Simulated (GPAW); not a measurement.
Cl in GPAW: convergence with empty bands an atom in the response

Input of the first run (empty bands an atom in the response 2); the others differ in this setting and in those tied to it:

File run.py:

```python
import numpy as np
from ase import Atoms
from ase.dft.bandgap import bandgap
from ase.io import write
from gpaw import GPAW, PW
from gpaw.response.df import DielectricFunction

atoms = Atoms(['Cl', 'Cl', 'Cl', 'Cl'],
              cell=[[3.145, -2.25, 0.0],
                    [3.145, 2.25, 0.0],
                    [0.0, 0.0, 8.21]],
              scaled_positions=[[0.37, 0.63, 0.4],
                                [0.13, 0.87, 0.9],
                                [0.63, 0.37, 0.6],
                                [0.87, 0.13, 0.1]],
              pbc=True)

calc = GPAW(mode=PW(450),
            xc='PBE',
            kpts={'size': (6, 6, 3), 'gamma': True},
            occupations={'name': 'fermi-dirac', 'width': 0.001},
            nbands=26,
            convergence={'density': 1e-06},
            maxiter=150,
            txt='gpaw.txt')
atoms.calc = calc
energy = atoms.get_potential_energy()
calc.write('gs.gpw')
write('result.traj', atoms)
print(f'Energy: {energy:.6f} eV')
print('Fermi level:', round(calc.get_fermi_level(), 4), 'eV')
print(f'Gap: {bandgap(calc)[0]:.4f} eV, direct: {bandgap(calc, direct=True)[0]:.4f} eV')

for size in [(7, 7, 4)]:
    name = 'x'.join(str(n) for n in size)
    dense = calc.fixed_density(kpts={'size': size, 'gamma': True},
                               nbands=28, convergence={'bands': 22, 'eigenstates': 1e-7},
                               update_fermi_level=True, txt=f'dense-{name}.txt')
    dense.write(f'{name}.gpw', mode='all')
    df = DielectricFunction(f'{name}.gpw', frequencies=np.array([0.0]), hilbert=False, eta=0.001,
                            ecut=80, nbands=22, intraband=False, txt=f'df-{name}.txt')
    for xc in ['RPA']:
        for direction in ['x', 'y', 'z', [0, 1, 1], [1, 0, 1], [1, 1, 0]]:
            e0, e = df.get_macroscopic_dielectric_constant(xc=xc, direction=direction)
            print(f'{name} {xc} {direction}: {e0:.4f} without, {e:.4f} with local fields')
```

Potentials or basis: GPAW PAW data sets (gpaw-data 1.2.1), pw.

The run is started by

```bash
$ OMP_NUM_THREADS=1 python run.py
```

Hardware: 1 thread of Intel(R) Xeon(R) Platinum 8259CL CPU @ 2.50GHz (Skylake/Cascade Lake), with other jobs on the host.

```tsv
empty bands an atom in the response	dielectric constant	SCF cycles	CPU time (s)	peak memory (GiB)
2	2.689	12	100	0.38
3	2.818	12	120	0.4
5	2.934	12	170	0.41
8	2.959	12	210	0.44
12	2.971	12	260	0.5
18	2.978	12	390	0.57
26	2.982	12	650	0.66
```

Against the tightest run, the dielectric constant stays within 0.05 from 5 on. The tightest run that finished is the yardstick and may itself not be fully converged.

Caveat, for the tightest run too: the long-wavelength limit can be off by a per cent or two; an odd mesh through Γ misses points on the zone boundary, where band edges often lie.
